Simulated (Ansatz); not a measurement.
Set up this calculation in Ansatz 0.2.0, as the native input.

| Property | Result |
| --- | --- |
| Task | single point |
| Functional | PBE |
| Potentials or basis | Ansatz PAW |
| Cutoff | 420 eV (not typed: the program's choice for these potentials) |
| k mesh | 11 × 11 × 11 |
| Occupations | gaussian, width 0.021 eV |
| Spin | no spin polarisation |

Crystal: Ti.

```
CELL_PARAMETERS angstrom
-1.64100 1.64100 1.64100
1.64100 -1.64100 1.64100
1.64100 1.64100 -1.64100
ATOMIC_POSITIONS crystal
Ti 0.00000 0.00000 0.00000
```

This isn't the form of Ti at room conditions, which is hcp.

One way to write it, as run:

input.yaml

```yaml
crystal:
  lattice:
    - [-1.641, 1.641, 1.641]
    - [1.641, -1.641, 1.641]
    - [1.641, 1.641, -1.641]
  atoms:
    - { symbol: Ti, position: [0.0, 0.0, 0.0] }
hamiltonian:
  xc: pbe
  pseudopotentials: { kind: paw }
kpoints:
  mp_grid: { grid: [11, 11, 11] }
scf:
  occupations: { method: gaussian, width: 0.021 }
output:
  forces: true
  stress: true
  eigenvalues: true
  write_density: true
  write_potential: true
  elf: true
  volumetric_format: npy
```

Potentials or basis: Ansatz PAW.

Command:

```sh
$ ansatz run input.yaml --threads 2 --pin off --max-ram 5632MiB --backend cpu --events-out ev --progress --plain --runs-dir out
```

It gave:

```json
{
  "Pressure": "-2.9 GPa",
  "Band gap on the k mesh": "none (metal or under the smearing width)"
}
```

Run time: 0.39 s on 2 threads of Intel(R) Xeon(R) 6975P-C (Granite Rapids), with other jobs on the host, peak memory 0.37 GiB.
